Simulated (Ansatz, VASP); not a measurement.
# One calculation of SiW3, two programs

```xyz
4
Lattice="0.0000 3.1214 3.1214 3.1214 0.0000 3.1214 3.1214 3.1214 0.0000" Properties=species:S:1:pos:R:3 pbc="T T T"
Si    0.0000    0.0000    0.0000
W     1.5607    1.5607    1.5607
W     4.6821    4.6821    4.6821
W     3.1214    3.1214    3.1214
```

Change from the starting cell: species swapped into the VW3 type (Fm-3m, No. 225).

Alike in both runs: functional PBE; k mesh 14 × 14 × 14; occupations gaussian, width 0.1 eV; no spin polarisation.

Ansatz relaxed the structure, and its values are those at the end. VASP's run is a single point on that final structure, the one shown.

```csv
,VASP,Ansatz
version,VASP 6.6.1,Ansatz 0.2.0
potentials or method,"VASP PAW PBE potentials, release 64 (Si, W_sv)","scalar-relativistic, plane waves, PAW"
plane-wave cutoff (eV),520,420
valence electrons in the cell,46,46
```

```csv
,VASP,Ansatz,Ansatz less VASP
gap on the k mesh at the Fermi level (eV),none,none,-
pressure (GPa),0.4,0.0,-0.36
```

A gap of «none» marks a metal or a gap that the smearing closes.

The runs have no spin-orbit coupling, so splittings on W are missing.
